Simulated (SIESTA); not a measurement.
SnSe in SIESTA: the effect of functional

The system is SnSe.

```
CELL_PARAMETERS angstrom
0.00000 3.01000 3.01000
3.01000 0.00000 3.01000
3.01000 3.01000 0.00000
ATOMIC_POSITIONS crystal
Sn 0.00000 0.00000 0.00000
Se 0.50000 0.50000 0.50000
```

Measurements of this composition are mostly on another form, of space group No. 62.

Alike in all runs:

| Property | Result |
| --- | --- |
| Program | SIESTA 5.4.2 |
| Task | band structure |
| Basis | DZP (energy shift 0.003 Ry; two zetas on semicore shells) |
| Grid cutoff | 500 Ry |
| Energy shift | 0.003 Ry |
| k mesh | 8 × 8 × 8 |
| Occupations | fermi-dirac, width 0.05 eV |
| Spin | no spin polarisation |

| functional | potentials or basis | pressure (GPa) |
| --- | --- | --- |
| AM05 | PseudoDojo 0.4 standard (PBEsol files) | 0.0 |
| BLYP | PseudoDojo 0.4 standard (PBE files) | 6.2 |
| vdW-DF-cx | PseudoDojo 0.4 standard (PBE files) | ? |

Question: What does the run with functional vdW-DF-cx give?

Answer: Pressure 0.8 GPa.

Caveats: the potentials were made for another functional, which shifts forces and pressure; the basis of atomic orbitals isn't converged, which shifts pressures, moduli and gaps.
